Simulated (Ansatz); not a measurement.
**Pd: changing the dispersion correction**

The cell as given:

Space group P6_3/mmc (No. 194). a = 2.784 Å, b = 2.784 Å, c = 4.629 Å, α = 90.00°, β = 90.00°, γ = 120.00°
| atom | site | symmetry | x | y | z |
| --- | --- | --- | --- | --- | --- |
| Pd | 2c | -6m2 | 0.3333 | 0.6667 | 0.2500 |

This isn't the form of Pd at room conditions, which is fcc.

Kept alike: task relaxation of cell and atoms; functional PBEsol; k mesh 11 × 11 × 6; occupations fermi-dirac, width 0.05 eV; no spin polarisation. Program: Ansatz, Ansatz PAW, cutoff 420 eV. The mesh is that of the run's cell of 2 atoms. No spin-orbit coupling.

| dispersion correction | volume (Å³/atom) | first edge of the run's cell (Å) | third edge of the run's cell (Å) |
| --- | --- | --- | --- |
| D3(BJ) | 14.137 | 2.696 | 4.491 |
| D3(BJ)-ATM | 14.264 | 2.704 | 4.505 |
| D4 | 14.411 | 2.713 | 4.522 |
| none | 14.619 | 2.726 | 4.545 |

The relaxations keep at least the cell's symmetry (P6_3/mmc). For a metal such a mesh leaves the last digits unconverged. Relaxations stop with a little pressure left, so the last digits of a volume or edge aren't settled. All rows use potentials made for PBE.

Task: What does the dispersion correction change here?

Result: The volume runs from 14.137 (D3(BJ)) to 14.619 Å³/atom (none). Against no correction: D3(BJ) -3.3 %; D3(BJ)-ATM -2.4 %; D4 -1.4 %. Dispersion terms mostly attract and so lower the volume; the schemes' coefficients and damping set how far. The first edge of the run's cell runs from 2.696 (D3(BJ)) to 2.726 Å (none). The third edge of the run's cell runs from 4.491 (D3(BJ)) to 4.545 Å (none).
